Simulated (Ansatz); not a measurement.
# ZrS2: response to biaxial strain in the a-b plane

An exercise on one series of results from a longer session: the logs are not shown, and one member is left open.

Computed with Ansatz 0.2.0 (DFT PBEsol, scalar-relativistic, plane waves, PAW, unless a step's input says otherwise).

2 further runs of the same task are left out: 2 set aside as unsound or not needed.

## The starting structure

It takes space group P-3m1 (No. 164, trigonal). Conventional cell: a = 3.627 Å, b = 3.627 Å, c = 5.887 Å, α = 90.00°, β = 90.00°, γ = 120.00°. Around Zr (site symmetry -3m) lie 6 S at 2.55 Å. S (site symmetry 3m) is surrounded by 3 Zr at 2.55 Å.

Structure file:

```
CELL_PARAMETERS angstrom
3.62737 0.00000 0.00000
-1.81369 3.14140 0.00000
0.00000 0.00000 5.88676
ATOMIC_POSITIONS crystal
Zr 0.00000 0.00000 0.00000
S 0.66667 0.33333 0.75316
S 0.33333 0.66667 0.24684
```

It goes back to an entry of the Materials Project.

This cell was relaxed beforehand with the same method: volume 22.36 Å³/atom, gap on the mesh 0.77 eV.

Set-up of the first run:

Input file input.yaml:

```yaml
crystal:
  lattice:
    - [3.6273720858, 0.0, 0.0]
    - [-1.8136860429, 3.1413963753, 0.0]
    - [0.0, 0.0, 5.8867611643]
  atoms:
    - { symbol: Zr, position: [0.0, 0.0, 0.0] }
    - { symbol: S, position: [0.6666666667, 0.3333333333, 0.7531561001] }
    - { symbol: S, position: [0.3333333333, 0.6666666667, 0.2468438999] }
basis:
  ecutwfc: 420
kpoints:
  mp_grid: { grid: [12, 12, 6] }
hamiltonian:
  xc: pbesol
scf:
  occupations: { method: gaussian, width: 0.02 }
output:
  forces: true
  stress: true
  eigenvalues: true
```

Run with:

```console
$ ansatz run input.yaml --threads 1 --pin off --max-ram 2560MiB --backend cpu --events-out ev --progress --plain --runs-dir out
```

Among the steps run: The unstrained reference; Band edges over the zone; At -1.0 %; Band edges over the zone at -1.0 %; Strain +1.0 %; Seeking the band edges at +1.0 %; The cell strained by -2.0 %; Seeking the band edges at -2.0 %; Strain +2.0 %; The gap over the whole zone at +2.0 %; Strain -3.0 %; Band edges over the zone at -3.0 %; Strain +3.0 %; The gap over the whole zone at +3.0 %.

One table of the session follows, with a row left open; its other results are not shown here.

```
strain (%)  ΔE (meV/atom)  a (Å)  b (Å)  c (Å)
      -3.0           20.9  3.519  3.519  5.917
      -2.0            9.1  3.555  3.555  5.911
      -1.0            2.2  3.591  3.591  5.899
      +0.0            0.0  3.627  3.627  5.887
      +1.0              ?      ?      ?      ?
      +2.0            8.4  3.700  3.700  5.855
      +3.0           18.4  3.736  3.736  5.839
```

**Question.** Estimate the row for strain (%) = +1.0.

Worked estimate for «ΔE (meV/atom)». A straight line through the neighbours (0.0, 0.0) and (2.0, 8.4) gives 0.0 + (8.4 − 0.0) × (1.0 − 0.0) / (2.0 − 0.0) = 4.2; a parabola fitted to 4 rows on both sides gives 2.2.

The run gave: ΔE (meV/atom): 2.1; a (Å): 3.664; b (Å): 3.664; c (Å): 5.873. In «ΔE (meV/atom)» the line misses by +2.1 and the parabola by +0.1.

ΔE is over the unstrained cell. Stress in GPa, positive in compression, on the Cartesian axes of the input. Gaps are Kohn-Sham gaps over the whole zone (d direct, i indirect).

Caveats from the session: The gap runs from 0.38 eV at -3.0 % through 0.76 to 0.95 eV at +3.0 %. Layers here are held mostly by dispersion, which this level lacks, so their spacing and the stiffness across them are unreliable there.
